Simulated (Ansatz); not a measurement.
# Cadmium, fcc under BLYP: ground state and equation of state

What does BLYP give for cadmium in the fcc structure? We relax it, solve it on a dense k-mesh, then scale the cell to 7 volumes from 88 to 112 % of the relaxed one and try a fit of the equation of state. Spin polarisation is left out. The k-meshes are 12×12×12 for the relaxation; 19×19×19 for the dense run; 13×13×13 for the volumes.

This is Cd in the fcc structure; at room conditions it is hcp.

Computed with Ansatz 0.2.0 (DFT BLYP, plane waves (420 eV) with PAW, scalar-relativistic; the PAW data stem from PBE, with regenerated cores, unless a step says otherwise).

### 1 The starting structure

It takes space group Fm-3m (No. 225, cubic). Conventional cell: a = 4.420 Å, b = 4.420 Å, c = 4.420 Å, α = 90.00°, β = 90.00°, γ = 90.00°. Cd (site symmetry m-3m) is surrounded by 12 Cd at 3.13 Å.

Structure file:

```
CELL_PARAMETERS angstrom
0.00000 2.20992 2.20992
2.20992 0.00000 2.20992
2.20992 2.20992 0.00000
ATOMIC_POSITIONS crystal
Cd 0.00000 0.00000 0.00000
```

### 2 Relaxing cell and atoms

input.yaml reads:

```yaml
crystal:
  lattice:
    - [0.0, 2.2099191412, 2.2099191412]
    - [2.2099191412, 0.0, 2.2099191412]
    - [2.2099191412, 2.2099191412, 0.0]
  atoms:
    - { symbol: Cd, position: [0.0, 0.0, 0.0] }
hamiltonian:
  xc: blyp
  pseudopotentials:
    kind: paw
    azcp:
      Cd: "pseudopotentials/Cd.paw.azcp"
basis:
  ecutwfc: 420
  fft_grid_basis: typed
kpoints:
  mp_grid: { grid: [12, 12, 12], shift: [0, 0, 0] }
magnetization:
  spin_polarized: false
scf:
  occupations: { method: fermi_dirac, width: 0.1 }
relax:
  max_steps: 60
  f_tol: 0.01
  cell: {}
output:
  write_density: true
  write_potential: true
  elf: true
  volumetric_format: npy
```

The log of the run:

```text
Warning: RAYON_NUM_THREADS=2 ignored (pool sized by the plan → 2); use --threads N
Engine: ansatz 0.2.0, aarch64-unknown-linux-gnu
Pseudopotentials: kind: paw
Pseudopotential: Cd, paw, valence charge 20, recommended cutoff 420 eV (normal), <dir>
Functional definition: BLYP
  parameter beta = 0.0042
  parameter a = 0.04918
  parameter b = 0.132
  parameter c = 0.2533
  parameter d = 0.349
  exchange = b88_x(beta = beta)
  correlation = lyp_c(a = a, b = b, c = c, d = d)
Crystal: 1 atoms, lattice volume = 21.585 Å³
Basis set: ecut = 420 eV, 411 PW (Γ), exchange–correlation on 48×48×48 points (8 copies of the dense FFT grid, shifted against one another)
Bands: 14, of which v1, the nominal top of the filled ones, is band 10 counted from 1 (9 counted from 0)
Symmetry: 48 space group operations
Space group: Fm-3m (ITA 225), of the structure as read, at distance tolerance 2.8e-5 Å
k-points: 72 of 1728
Non-local potential: Cd, projectors of the file, l = 0: 3, l = 1: 2, l = 2: 2, l = 3: 1
PAW form: soft (Blöchl's): semilocal exchange-correlation on the pseudo side does not see the compensation charge
PAW frozen core: Cd, regenerated for the run's functional, and the local potential with it (the file was generated under x = pbe(κ = 0.804, μ = 0.2195149727645171), c = pbe(β = 0.06672455060314922))
PAW one-centre angular grid: Cd, 590 points (default); XC on 64 Gauss nodes
Initial density: superposition of atomic densities (neutral atoms: chi_scale 0, normalization atom), corrected by the library's trained network
Initial wavefunctions: pseudopotential atomic-orbital guess
Functional: x = b88, c = lyp
SCF iter   1: F=—  HF=-8269.955916 eV  |F-HF|=—  |Δ(HF+E_count)|=         —  Δρ=5.41e-3  dr2=3.71e-3  ethr=1.77e-3  ⟨swp⟩=5.0  Hψ=5148  notcnv=0
preconditioner: auto → none  [metal: Δε(μ)=0.064 eV  Ē_g=16.587 eV  σ=0.100 eV  W_gap=0.16  n_scr=8 (ndim 8)  ℏωp=27.7 eV  f_vac=0.000  D(μ)=0.45/eV (n_scr^D=0)  sad-step TF]
SCF iter   2: F=—  HF=-8269.956642 eV  |F-HF|=—  |Δ(HF+E_count)|=   7.26e-4  Δρ=3.44e-3  dr2=1.92e-3  ethr=1.85e-5  ⟨swp⟩=1.1  Hψ=1592  notcnv=0
SCF iter   3: F=—  HF=-8269.957457 eV  |F-HF|=—  |Δ(HF+E_count)|=   8.16e-4  Δρ=2.07e-3  dr2=6.29e-4  ethr=9.62e-6  ⟨swp⟩=2.0  Hψ=1438  notcnv=0
SCF iter   4: F=—  HF=-8269.957242 eV  |F-HF|=—  |Δ(HF+E_count)|=   2.15e-4  Δρ=2.42e-4  dr2=6.00e-6  ethr=3.14e-6  ⟨swp⟩=2.9  Hψ=2035  notcnv=0
SCF iter   5: F=—  HF=-8269.957218 eV  |F-HF|=—  |Δ(HF+E_count)|=   2.41e-5  Δρ=1.24e-5  dr2=2.64e-8  ethr=3.00e-8  ⟨swp⟩=2.1  Hψ=1436  notcnv=0
SCF iter   6: F=-8269.957218 eV  HF=-8269.957218 eV  |F-HF|=1.05e-9  |Δ(HF+E_count)|=   7.09e-8  Δρ=1.65e-6  dr2=3.17e-10  ethr=1.32e-10  ⟨swp⟩=4.3  Hψ=4925  notcnv=0
SCF 1 converged in 6 iterations: F = -8269.957218 eV  dr2 = 3.17e-10
relax step   1: F+E_penalty+E_count = -8269.95721801 eV  Δ(F+E_penalty+E_count) = +0.000e0 eV  max|allowed force component| = 0.000e0 eV/Å  Δτ_max = 0.0000 Å  P = +7.908 GPa  Ω = 21.585 Å³  (6 SCF iters, dr2 threshold 1.00e-7 eV, accepted)
Crystal: 1 atoms, lattice volume = 24.899 Å³
Basis set: ecut = 420 eV, 531 PW (Γ), exchange–correlation on 48×48×48 points (8 copies of the dense FFT grid, shifted against one another)
Initial density: handed on by an earlier stage of this run
Initial wavefunctions: those handed on with the density
iter 1 solved again at ethr=4.77e-5 eV; its pass at ethr=3.10e-3 eV (dr2=9.55e-3 eV) is discarded
SCF iter   1: F=—  HF=-8270.046277 eV  |F-HF|=—  |Δ(HF+E_count)|=         —  Δρ=5.76e-3  dr2=1.04e-2  ethr=4.77e-5  ⟨swp⟩=1.0  Hψ=7275  notcnv=0
preconditioner: auto → none  [metal: Δε(μ)=0.048 eV  Ē_g=15.658 eV  σ=0.100 eV  W_gap=0.12  n_scr=8 (ndim 8)  ℏωp=25.8 eV  f_vac=0.000  D(μ)=0.42/eV (n_scr^D=0)]
SCF iter   2: F=—  HF=-8270.043304 eV  |F-HF|=—  |Δ(HF+E_count)|=   2.97e-3  Δρ=2.71e-3  dr2=8.25e-4  ethr=4.77e-5  ⟨swp⟩=2.0  Hψ=1466  notcnv=0
SCF iter   3: F=—  HF=-8270.043069 eV  |F-HF|=—  |Δ(HF+E_count)|=   2.36e-4  Δρ=8.26e-4  dr2=1.42e-4  ethr=4.13e-6  ⟨swp⟩=2.9  Hψ=2170  notcnv=0
SCF iter   4: F=—  HF=-8270.043068 eV  |F-HF|=—  |Δ(HF+E_count)|=   2.71e-7  Δρ=1.98e-4  dr2=7.45e-6  ethr=7.11e-7  ⟨swp⟩=2.0  Hψ=1091  notcnv=0
SCF iter   5: F=—  HF=-8270.043058 eV  |F-HF|=—  |Δ(HF+E_count)|=   1.04e-5  Δρ=2.85e-5  dr2=1.04e-7  ethr=3.73e-8  ⟨swp⟩=2.6  Hψ=1441  notcnv=0
SCF iter   6: F=-8270.043058 eV  HF=-8270.043058 eV  |F-HF|=2.18e-11  |Δ(HF+E_count)|=   2.83e-8  Δρ=1.21e-6  dr2=3.33e-10  ethr=5.00e-10  ⟨swp⟩=6.5  Hψ=4749  notcnv=0
SCF 2 converged in 6 iterations: F = -8270.043058 eV  dr2 = 3.33e-10
relax step   2: F+E_penalty+E_count = -8270.04305808 eV  Δ(F+E_penalty+E_count) = -8.584e-2 eV  max|allowed force component| = 0.000e0 eV/Å  Δτ_max = 0.0000 Å  P = +1.496 GPa  Ω = 24.899 Å³  energy of the carried Pulay correction = -1.130e-3 eV  (6 SCF iters, dr2 threshold 1.00e-7 eV, accepted)
Crystal: 1 atoms, lattice volume = 25.822 Å³
iter 1 solved again at ethr=2.23e-6 eV; its pass at ethr=3.10e-3 eV (dr2=4.46e-4 eV) is discarded
SCF iter   1: F=—  HF=-8270.048707 eV  |F-HF|=—  |Δ(HF+E_count)|=         —  Δρ=1.25e-3  dr2=5.30e-4  ethr=2.23e-6  ⟨swp⟩=2.0  Hψ=7280  notcnv=0
preconditioner: auto → none  [metal: Δε(μ)=0.050 eV  Ē_g=15.341 eV  σ=0.100 eV  W_gap=0.12  n_scr=8 (ndim 8)  ℏωp=25.3 eV  f_vac=0.000  D(μ)=0.41/eV (n_scr^D=0)]
SCF iter   2: F=—  HF=-8270.048571 eV  |F-HF|=—  |Δ(HF+E_count)|=   1.37e-4  Δρ=6.15e-4  dr2=4.41e-5  ethr=2.23e-6  ⟨swp⟩=2.0  Hψ=1436  notcnv=0
SCF iter   3: F=—  HF=-8270.048523 eV  |F-HF|=—  |Δ(HF+E_count)|=   4.73e-5  Δρ=1.85e-4  dr2=8.13e-6  ethr=2.21e-7  ⟨swp⟩=2.3  Hψ=1722  notcnv=0
SCF iter   4: F=—  HF=-8270.048524 eV  |F-HF|=—  |Δ(HF+E_count)|=   2.82e-7  Δρ=6.61e-5  dr2=9.97e-7  ethr=4.07e-8  ⟨swp⟩=1.5  Hψ=1096  notcnv=0
SCF iter   5: F=-8270.048524 eV  HF=-8270.048524 eV  |F-HF|=4.35e-9  |Δ(HF+E_count)|=   1.40e-7  Δρ=1.19e-5  dr2=2.50e-8  ethr=5.00e-10  ⟨swp⟩=5.0  Hψ=5642  notcnv=0
SCF 3 converged in 5 iterations: F = -8270.048524 eV  dr2 = 2.50e-8
relax step   3: F+E_penalty+E_count = -8270.04852389 eV  Δ(F+E_penalty+E_count) = -5.466e-3 eV  max|allowed force component| = 0.000e0 eV/Å  Δτ_max = 0.0000 Å  P = +0.536 GPa  Ω = 25.822 Å³  energy of the carried Pulay correction = -1.404e-3 eV  (5 SCF iters, dr2 threshold 1.00e-7 eV, accepted)
Crystal: 1 atoms, lattice volume = 26.461 Å³
iter 1 solved again at ethr=9.70e-7 eV; its pass at ethr=3.10e-3 eV (dr2=1.94e-4 eV) is discarded
SCF iter   1: F=—  HF=-8270.049451 eV  |F-HF|=—  |Δ(HF+E_count)|=         —  Δρ=7.93e-4  dr2=2.28e-4  ethr=9.70e-7  ⟨swp⟩=2.2  Hψ=7191  notcnv=0
preconditioner: auto → none  [metal: Δε(μ)=0.086 eV  Ē_g=15.174 eV  σ=0.100 eV  W_gap=0.21  n_scr=8 (ndim 8)  ℏωp=25.0 eV  f_vac=0.000  D(μ)=0.41/eV (n_scr^D=0)]
SCF iter   2: F=—  HF=-8270.049394 eV  |F-HF|=—  |Δ(HF+E_count)|=   5.72e-5  Δρ=4.05e-4  dr2=1.97e-5  ethr=9.70e-7  ⟨swp⟩=2.0  Hψ=1436  notcnv=0
SCF iter   3: F=—  HF=-8270.049369 eV  |F-HF|=—  |Δ(HF+E_count)|=   2.51e-5  Δρ=1.20e-4  dr2=3.81e-6  ethr=9.86e-8  ⟨swp⟩=2.0  Hψ=1594  notcnv=0
SCF iter   4: F=—  HF=-8270.049369 eV  |F-HF|=—  |Δ(HF+E_count)|=   1.78e-7  Δρ=5.32e-5  dr2=7.27e-7  ethr=1.90e-8  ⟨swp⟩=1.0  Hψ=1015  notcnv=0
SCF iter   5: F=-8270.049369 eV  HF=-8270.049369 eV  |F-HF|=2.23e-9  |Δ(HF+E_count)|=   5.00e-8  Δρ=1.17e-5  dr2=2.88e-8  ethr=5.00e-10  ⟨swp⟩=5.0  Hψ=5647  notcnv=0
SCF 4 converged in 5 iterations: F = -8270.049369 eV  dr2 = 2.88e-8
relax step   4: F+E_penalty+E_count = -8270.04936893 eV  Δ(F+E_penalty+E_count) = -8.450e-4 eV  max|allowed force component| = 0.000e0 eV/Å  Δτ_max = 0.0000 Å  P = -0.007 GPa  Ω = 26.461 Å³  energy of the carried Pulay correction = -1.586e-3 eV  (5 SCF iters, dr2 threshold 1.00e-7 eV, accepted)
Initial wavefunctions: pseudopotential atomic-orbital guess (no wavefunctions were taken with the density)
iter 1 solved again at ethr=8.94e-9 eV; its pass at ethr=3.10e-3 eV (dr2=1.79e-6 eV) is discarded
SCF iter   1: F=—  HF=-8270.050421 eV  |F-HF|=—  |Δ(HF+E_count)|=         —  Δρ=2.14e-4  dr2=1.82e-6  ethr=8.94e-9  ⟨swp⟩=3.1  Hψ=8048  notcnv=0
preconditioner: auto → none  [metal: Δε(μ)=0.085 eV  Ē_g=15.157 eV  σ=0.100 eV  W_gap=0.21  n_scr=8 (ndim 8)  ℏωp=25.0 eV  f_vac=0.001  D(μ)=0.41/eV (n_scr^D=0)]
SCF iter   2: F=—  HF=-8270.050427 eV  |F-HF|=—  |Δ(HF+E_count)|=   6.28e-6  Δρ=9.90e-5  dr2=4.21e-7  ethr=8.94e-9  ⟨swp⟩=2.9  Hψ=1732  notcnv=0
SCF iter   3: F=—  HF=-8270.050429 eV  |F-HF|=—  |Δ(HF+E_count)|=   2.26e-6  Δρ=2.53e-5  dr2=9.20e-8  ethr=2.10e-9  ⟨swp⟩=2.0  Hψ=1440  notcnv=0
SCF iter   4: F=—  HF=-8270.050429 eV  |F-HF|=—  |Δ(HF+E_count)|=   2.13e-8  Δρ=4.57e-6  dr2=1.14e-9  ethr=4.60e-10  ⟨swp⟩=2.1  Hψ=1501  notcnv=0
SCF iter   5: F=—  HF=-8270.050429 eV  |F-HF|=—  |Δ(HF+E_count)|=   7.62e-9  Δρ=3.14e-7  dr2=1.06e-11  ethr=5.71e-12  ⟨swp⟩=2.0  Hψ=1698  notcnv=0
SCF iter   6: F=-8270.050429 eV  HF=-8270.050429 eV  |F-HF|=5.46e-12  |Δ(HF+E_count)|=  2.00e-11  Δρ=2.64e-8  dr2=5.30e-14  ethr=1.00e-12  ⟨swp⟩=4.3  Hψ=3498  notcnv=0
SCF 5 converged in 6 iterations: F = -8270.050429 eV  dr2 = 5.30e-14
relax step   5: F+E_penalty+E_count = -8270.05042929 eV  Δ(F+E_penalty+E_count) = -1.060e-3 eV  max|allowed force component| = 0.000e0 eV/Å  Δτ_max = 0.0000 Å  P = +0.026 GPa  Ω = 26.461 Å³  stress off target by 2.60e-2 GPa  SCF on the basis re-selected at this cell (its energy is not comparable with the rows above)  (6 SCF iters)
basis re-selected at this cell: Δ(F+E_penalty+E_count) = -1.060e-3 eV, ΔP = +0.033 GPa vs the last step (what re-selecting the basis moved, of the pressure what is left beyond the Pulay correction that the steps carried, after the strain that the cell walked since its last selection, with what the two solves' SCF thresholds leave and, on support functions, any second-order correction that the steps lacked; it is no measure of the basis error at this ecutwfc). This SCF's stress stands 2.60e-2 GPa from its target on what of the cell is left free (relax.cell.stress_tol is 5.00e-2 GPa) and its largest allowed force component is 0.00e0 eV/Å (relax.f_tol is 1.00e-2 eV/Å): within both
SCF converged after 6 iterations
Free energy (F): -8270.050429 eV
Harris-Foulkes:  -8270.050429 eV  (|F-HF|=5.46e-12)
Internal energy: -8270.037090 eV  (E = F + TS)
E sigma→0 (E₀):  -8270.043760 eV
Entropy (-TS):   -0.013339 eV (-13.339 meV/atom)
Fermi energy:    11.560528 eV
--- Per-component energies (eV) ---
  E_band       = -448.335577
  E_kinetic    = 505.144332
  E_local      = -3247.912390  (includes V_loc(G=0)·N_el)
  E_nonlocal   = 29.123742
  E_hartree    = 1509.540906
  E_xc         = -174.728537
  E_vxc        = -218.365370  (∫ρ·V_xc dr)
  E_paw        = -4099.918086  (= ΣΔE_a)
  E_vpaw       = -535.407723  (= ΣTr[D̂ρ^β])
  E_aug_tail   = 0.000013  (compensation charges beyond the density's cutoff)
  E_ewald      = -2791.367570
  E_core_change = 0.080499  (= ΣΔE_core)
  E_smearing   = -0.013339  (= −TS)
  E_closure    = 0.000000  (closes the sum)
  Σ components = -8270.050429   (vs F -8270.050429, Δ=0.00e0)
--- Forces (eV/Å), atoms counted from 1 ---
  atom   1  Cd    -0.00000000     0.00000000     0.00000000
  max |Σ_I F_I| component: 1.44e-32 eV/Å
--- Stress (GPa, compression-positive) ---
        0.025954       0.000000       0.000000
        0.000000       0.025954       0.000000
        0.000000      -0.000000       0.025954
  P = ⅓ Tr σ = 0.0260 GPa (0.260 kbar)
--- Band table (eV; the first three rows and the last of 72) ---
  k-point 0: bands = ["-91.1338", "-52.1649", "-52.1649", "-52.1649", "2.8010", "2.8010", "2.8010", "3.0946", "3.0946", "4.1301", "24.3532", "24.3532", "24.3532", "24.6258"]
  k-point 1: bands = ["-91.1337", "-52.1658", "-52.1650", "-52.1650", "2.7921", "2.8201", "2.8201", "3.0912", "3.0912", "4.2850", "22.5925", "24.1250", "24.1250", "24.6080"]
  k-point 2: bands = ["-91.1336", "-52.1684", "-52.1655", "-52.1655", "2.7555", "2.8579", "2.8579", "3.0972", "3.0972", "4.7652", "19.7900", "23.6270", "23.6270", "24.6279"]
  k-point 71: bands = ["-91.1327", "-52.1745", "-52.1745", "-52.1706", "2.6991", "2.8383", "2.8383", "3.1497", "3.4107", "12.5940", "13.6288", "13.6288", "15.2728", "27.3273"]
--- Relaxed structure (4 steps of the walk, 4 accepted, 1 SCFs on fresh bases) ---
  F+E_penalty+E_count = -8270.05042929 eV   max|allowed force component| = 0.000e0 eV/Å   (the final SCF, on the basis selected at the relaxed cell)
  cell:  # Å, volume = 26.4614 Å³
    - [-8.590478730098653e-34, 2.3651628376722944, 2.3651628376722944]
    - [2.3651628376722944, 7.961518744788105e-34, 2.3651628376722944]
    - [2.3651628376722944, 2.3651628376722944, -2.4680708284338006e-35]
  atoms:
    - { symbol: Cd, position: [0.0, 0.0, 0.0] }
```

It took 4 s on 2 threads of Arm Neoverse V1, shared host; peak memory 0.3 GiB.

The steps of the relaxation:

```csv
step,energy change (meV/atom),largest force (eV/Å),pressure (GPa),volume (Å³/atom)
1,0.00,0.0000,7.91,21.585
2,-85.84,0.0000,1.50,24.899
3,-91.31,0.0000,0.54,25.822
4,-92.15,0.0000,-0.01,26.461
5,-93.21,0.0000,0.03,26.461
```

Steps that repeat a cell are solved on a basis chosen anew, so their changes of energy are no gain of the relaxation.

Changes in the cell that was computed:

|  | before | after | change |
| --- | --- | --- | --- |
| a (Å) | 3.125 | 3.345 | +7.0 % |
| b (Å) | 3.125 | 3.345 | +7.0 % |
| c (Å) | 3.125 | 3.345 | +7.0 % |
| volume (Å³/atom) | 21.585 | 26.461 | +22.6 % |
| shortest distance (Å) | 3.125 | 3.345 | +7.0 % |
| space group (spins left aside) | Fm-3m | Fm-3m | same |

### 3 Dense single point

input.yaml reads:

```yaml
crystal:
  lattice:
    - [0.0, 2.3651628377, 2.3651628377]
    - [2.3651628377, 0.0, 2.3651628377]
    - [2.3651628377, 2.3651628377, 0.0]
  atoms:
    - { symbol: Cd, position: [0.0, 0.0, 0.0] }
hamiltonian:
  xc: blyp
  pseudopotentials:
    kind: paw
    azcp:
      Cd: "pseudopotentials/Cd.paw.azcp"
basis:
  ecutwfc: 420
  fft_grid_basis: typed
kpoints:
  mp_grid: { grid: [19, 19, 19], shift: [0, 0, 0] }
magnetization:
  spin_polarized: false
scf:
  occupations: { method: fermi_dirac, width: 0.1 }
```

The log of the run, cut to the lines that bear on the results:

```text
Warning: RAYON_NUM_THREADS=2 ignored (pool sized by the plan → 2); use --threads N
[...]
Pseudopotentials: kind: paw
Pseudopotential: Cd, paw, valence charge 20, recommended cutoff 420 eV (normal), <dir>
Functional definition: BLYP
[...]
Crystal: 1 atoms, lattice volume = 26.461 Å³
Basis set: ecut = 420 eV, 531 PW (Γ), exchange–correlation on 48×48×48 points (8 copies of the dense FFT grid, shifted against one another)
Bands: 14, of which v1, the nominal top of the filled ones, is band 10 counted from 1 (9 counted from 0)
Symmetry: 48 space group operations
Space group: Fm-3m (ITA 225), of the structure as read, at distance tolerance 3.0e-5 Å
k-points: 220 of 6859
[...]
SCF iter   1: F=—  HF=-8270.050228 eV  |F-HF|=—  |Δ(HF+E_count)|=         —  Δρ=5.29e-3  dr2=4.32e-3  ethr=1.77e-3  ⟨swp⟩=5.5  Hψ=15937  notcnv=0
[...]
SCF iter   6: F=-8270.051867 eV  HF=-8270.051867 eV  |F-HF|=1.82e-9  |Δ(HF+E_count)|=   1.09e-7  Δρ=2.06e-6  dr2=5.79e-10  ethr=2.76e-10  ⟨swp⟩=1.0  Hψ=8799  notcnv=0
[...]
SCF converged after 6 iterations
Free energy (F): -8270.051867 eV
[...]
E sigma→0 (E₀):  -8270.045817 eV
Entropy (-TS):   -0.012100 eV (-12.100 meV/atom)
Fermi energy:    11.534400 eV
[...]
```

It took 2 s on 2 threads of Arm Neoverse V1, shared host; peak memory 0.32 GiB.

### 4 Volume × 0.88

input.yaml reads:

```yaml
crystal:
  lattice:
    - [0.0, 2.2664976371, 2.2664976371]
    - [2.2664976371, 0.0, 2.2664976371]
    - [2.2664976371, 2.2664976371, 0.0]
  atoms:
    - { symbol: Cd, position: [0.0, 0.0, 0.0] }
hamiltonian:
  xc: blyp
  pseudopotentials:
    kind: paw
    azcp:
      Cd: "pseudopotentials/Cd.paw.azcp"
basis:
  ecutwfc: 420
  fft_grid_basis: typed
kpoints:
  mp_grid: { grid: [13, 13, 13], shift: [0, 0, 0] }
magnetization:
  spin_polarized: false
scf:
  occupations: { method: fermi_dirac, width: 0.1 }
  lower_state_search: "off"
output:
  stress: true
```

The log of the run, cut to the lines that bear on the results:

```text
Warning: RAYON_NUM_THREADS=2 ignored (pool sized by the plan → 2); use --threads N
[...]
Pseudopotentials: kind: paw
Pseudopotential: Cd, paw, valence charge 20, recommended cutoff 420 eV (normal), <dir>
Functional definition: BLYP
[...]
Crystal: 1 atoms, lattice volume = 23.286 Å³
Basis set: ecut = 420 eV, 459 PW (Γ), exchange–correlation on 48×48×48 points (8 copies of the dense FFT grid, shifted against one another)
Bands: 14, of which v1, the nominal top of the filled ones, is band 10 counted from 1 (9 counted from 0)
Symmetry: 48 space group operations
Space group: Fm-3m (ITA 225), of the structure as read, at distance tolerance 2.9e-5 Å
k-points: 84 of 2197
[...]
SCF iter   1: F=—  HF=-8270.020192 eV  |F-HF|=—  |Δ(HF+E_count)|=         —  Δρ=5.38e-3  dr2=3.86e-3  ethr=1.77e-3  ⟨swp⟩=5.1  Hψ=6062  notcnv=0
[...]
SCF iter   6: F=-8270.021666 eV  HF=-8270.021666 eV  |F-HF|=1.29e-9  |Δ(HF+E_count)|=   7.92e-8  Δρ=1.56e-6  dr2=2.92e-10  ethr=1.58e-10  ⟨swp⟩=2.0  Hψ=4004  notcnv=0
[...]
SCF converged after 6 iterations
Free energy (F): -8270.021666 eV
[...]
E sigma→0 (E₀):  -8270.015753 eV
Entropy (-TS):   -0.011827 eV (-11.827 meV/atom)
Fermi energy:    13.681708 eV
[...]
--- Stress (GPa, compression-positive) ---
        3.755760      -0.000000      -0.000000
       -0.000000       3.755760      -0.000000
       -0.000000      -0.000000       3.755760
  P = ⅓ Tr σ = 3.7558 GPa (37.558 kbar)
```

It took 1.3 s on 2 threads of Arm Neoverse V1, shared host; peak memory 0.27 GiB.

### 5 Volume × 0.92

input.yaml, as its differences from that of step 4:

```diff
@@ -2,5 +2,5 @@
   lattice:
-    - [0.0, 2.2664976371, 2.2664976371]
-    - [2.2664976371, 0.0, 2.2664976371]
-    - [2.2664976371, 2.2664976371, 0.0]
+    - [0.0, 2.3003309481, 2.3003309481]
+    - [2.3003309481, 0.0, 2.3003309481]
+    - [2.3003309481, 2.3003309481, 0.0]
   atoms:
```

The log of the run, cut to the lines that bear on the results:

```text
Warning: RAYON_NUM_THREADS=2 ignored (pool sized by the plan → 2); use --threads N
[...]
Pseudopotentials: kind: paw
Pseudopotential: Cd, paw, valence charge 20, recommended cutoff 420 eV (normal), <dir>
Functional definition: BLYP
[...]
Crystal: 1 atoms, lattice volume = 24.345 Å³
Basis set: ecut = 420 eV, 531 PW (Γ), exchange–correlation on 48×48×48 points (8 copies of the dense FFT grid, shifted against one another)
Bands: 14, of which v1, the nominal top of the filled ones, is band 10 counted from 1 (9 counted from 0)
Symmetry: 48 space group operations
Space group: Fm-3m (ITA 225), of the structure as read, at distance tolerance 2.9e-5 Å
k-points: 84 of 2197
[...]
SCF iter   1: F=—  HF=-8270.038958 eV  |F-HF|=—  |Δ(HF+E_count)|=         —  Δρ=5.36e-3  dr2=3.98e-3  ethr=1.77e-3  ⟨swp⟩=5.2  Hψ=6063  notcnv=0
[...]
SCF iter   6: F=-8270.040512 eV  HF=-8270.040512 eV  |F-HF|=1.50e-9  |Δ(HF+E_count)|=   9.40e-8  Δρ=1.55e-6  dr2=3.11e-10  ethr=1.41e-10  ⟨swp⟩=2.0  Hψ=3993  notcnv=0
[...]
SCF converged after 6 iterations
Free energy (F): -8270.040512 eV
[...]
E sigma→0 (E₀):  -8270.034497 eV
Entropy (-TS):   -0.012029 eV (-12.029 meV/atom)
Fermi energy:    12.893454 eV
[...]
--- Stress (GPa, compression-positive) ---
        2.034009      -0.000000       0.000000
       -0.000000       2.034009       0.000000
       -0.000000       0.000000       2.034009
  P = ⅓ Tr σ = 2.0340 GPa (20.340 kbar)
```

Run time: 1.3 s. Hardware: 2 threads of Arm Neoverse V1, shared host; peak memory 0.28 GiB.

### 6 Volume × 0.96

input.yaml, as its differences from that of step 5:

```diff
@@ -2,5 +2,5 @@
   lattice:
-    - [0.0, 2.3003309481, 2.3003309481]
-    - [2.3003309481, 0.0, 2.3003309481]
-    - [2.3003309481, 2.3003309481, 0.0]
+    - [0.0, 2.3331972592, 2.3331972592]
+    - [2.3331972592, 0.0, 2.3331972592]
+    - [2.3331972592, 2.3331972592, 0.0]
   atoms:
```

The log of the run, cut to the lines that bear on the results:

```text
Warning: RAYON_NUM_THREADS=2 ignored (pool sized by the plan → 2); use --threads N
[...]
Pseudopotentials: kind: paw
Pseudopotential: Cd, paw, valence charge 20, recommended cutoff 420 eV (normal), <dir>
Functional definition: BLYP
[...]
Crystal: 1 atoms, lattice volume = 25.403 Å³
Basis set: ecut = 420 eV, 531 PW (Γ), exchange–correlation on 48×48×48 points (8 copies of the dense FFT grid, shifted against one another)
Bands: 14, of which v1, the nominal top of the filled ones, is band 10 counted from 1 (9 counted from 0)
Symmetry: 48 space group operations
Space group: Fm-3m (ITA 225), of the structure as read, at distance tolerance 2.9e-5 Å
k-points: 84 of 2197
[...]
SCF iter   1: F=—  HF=-8270.047961 eV  |F-HF|=—  |Δ(HF+E_count)|=         —  Δρ=5.32e-3  dr2=4.10e-3  ethr=1.77e-3  ⟨swp⟩=5.3  Hψ=6046  notcnv=0
[...]
SCF iter   6: F=-8270.049571 eV  HF=-8270.049571 eV  |F-HF|=1.64e-9  |Δ(HF+E_count)|=   1.04e-7  Δρ=1.78e-6  dr2=4.26e-10  ethr=1.49e-10  ⟨swp⟩=2.0  Hψ=4006  notcnv=0
[...]
SCF converged after 6 iterations
Free energy (F): -8270.049571 eV
[...]
E sigma→0 (E₀):  -8270.043243 eV
Entropy (-TS):   -0.012657 eV (-12.657 meV/atom)
Fermi energy:    12.169387 eV
[...]
--- Stress (GPa, compression-positive) ---
        0.775597      -0.000000       0.000000
       -0.000000       0.775597       0.000000
        0.000000       0.000000       0.775597
  P = ⅓ Tr σ = 0.7756 GPa (7.756 kbar)
```

It took 1.1 s on 2 threads of Arm Neoverse V1, shared host; peak memory 0.28 GiB.

[end of part 1 of 2]
